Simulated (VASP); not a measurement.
# TiO₂: optical spectrum of independent particles, by functional

TiO₂, P4_2/mnm (no. 136), 6 atoms in the cell.

| Functional | ε at zero frequency, electronic | Mean energy of the absorption, weighted by Im ε (eV) | Refractive index at 1064 nm | Direct gap on the mesh (eV) | Time (s) |
|---|---|---|---|---|---|
| PBE | 7.99 | 7.74 | 2.93 | 1.84 | 20 |
| LDA | 8.29 | 7.73 | 2.99 | 1.75 | 19 |
| PBEsol | 8.13 | 7.75 | 2.96 | 1.80 | 18 |
| r2SCAN | 6.90 | 8.06 | 2.69 | 2.21 | 61 |
| TB-mBJ | 5.95 | 8.16 | 2.48 | 2.72 | 106 |
| SCAN | 6.89 | 8.08 | 2.69 | 2.21 | 64 |

Limits: The 6×6×8 mesh is coarse for a spectrum: peaks stand apart that a denser mesh merges, and ε at zero frequency can be far too high; the pull between electron and hole is left out; rows 1, 2, 3, 4, 6: the onset follows the functional's gap, which semilocal functionals usually make too small; ε is the mean of a tensor that differs by direction.

## Input of the first row

INCAR:
```
SYSTEM = TiO2
PREC     = Accurate       ! precision mode
ENCUT    = 460            ! plane-wave cutoff, eV
ISMEAR   = 0              ! smearing method
SIGMA    = 0.02           ! smearing width, eV
EDIFF    = 1E-7           ! SCF threshold, eV
LASPH    = .True.         ! aspherical terms in the spheres
KPAR     = 4            
LWAVE    = .True.         ! write WAVECAR
LCHARG   = .False.        ! write CHGCAR
LOPTICS  = .True.         ! frequency-dependent dielectric function
ALGO     = Normal         ! electronic algorithm
NBANDS   = 56             ! bands
NEDOS    = 2000           ! points of the DOS
CSHIFT   = 0.1          
GGA      = PE             ! functional
```

KPOINTS:
```
k-points
0
Gamma
  6 6 8
```

POSCAR:
```
TiO2
1.0
    4.5998373239      0.0000000000      0.0000000000
    0.0000000000      4.5998373239      0.0000000000
    0.0000000000      0.0000000000      2.9592135600
Ti O
2 4
Direct
    0.0000000000      0.0000000000      0.5000000000
    0.5000000000      0.5000000000      0.0000000000
    0.3043213200      0.3043213200      0.5000000000
    0.1956786800      0.8043213200      0.0000000000
    0.8043213200      0.1956786800      0.0000000000
    0.6956786800      0.6956786800      0.5000000000
```

Commands:
```
cat potpaw_PBE.64/Ti_sv/POTCAR potpaw_PBE.64/O/POTCAR > POTCAR
mpirun -np 4 vasp_std > vasp.out
```

Changes of the last row against the first:
```
- GGA = PE
+ METAGGA = SCAN
+ LMIXTAU = True
```

VASP 6.6.1 took 20 s on 4 cores (Intel Xeon 6975P-C (Granite Rapids)), a shared host.
